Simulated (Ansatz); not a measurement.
Pb under changes of volume

One of the cells (29.314 Å³/atom); the others are scaled copies at fixed shape and fractional positions:

```
Pb
1.0
     3.48000    0.00000    0.00000
    -1.74000    3.01377    0.00000
     0.00000    0.00000    5.59000
Pb
2
Direct
  0.66667 0.33333 0.75000
  0.33333 0.66667 0.25000
```

This isn't the form of Pb at room conditions, which is fcc.

* Program: Ansatz 0.2.0
* Functional: PBE0
* Potentials or basis: Ansatz PAW
* Cutoff: 420 eV (not typed: the program's choice for these potentials)
* k mesh: 4 × 4 × 4
* Occupations: fermi-dirac, width 0.05 eV
* Spin: no spin polarisation

| volume (Å³/atom) | energy over the lowest point (meV/atom) | pressure (GPa) |
| --- | --- | --- |
| 27.555 | 37.06 | 5.1 |
| 28.141 | 21.24 | 3.6 |
| 28.727 | 10.72 | 2.6 |
| 29.314 | 3.26 | 1.4 |
| 29.900 | 0.00 | 0.3 |
| 30.486 | 0.49 | -0.6 |
| 31.073 | ? | ? |

Question: What does the run at 31.073 Å³/atom give?

Answer: Energy over the lowest point 4.30 meV/atom; pressure -1.5 GPa.

Worked out: A Birch-Murnaghan fit of order 3 (a polynomial in V^(-2/3)) to the other rows has its minimum at 30.13 Å³/atom with B0 = V·E''(V) = 49 GPa (rough, since the energies scatter) at fixed shape and positions, which overstates the stiffness. It gives 4.12 meV/atom at 31.073 Å³/atom, against the run's 4.30, and -dE/dV = -1.4 GPa, against -1.5.

Energies are extrapolated to zero smearing.

Caveats: all runs use coarse meshes; the PAW data sets come from PBE, with cores solved anew for the run's functional, which leaves a small shift of forces and pressure; the thresholds are loose for stress.
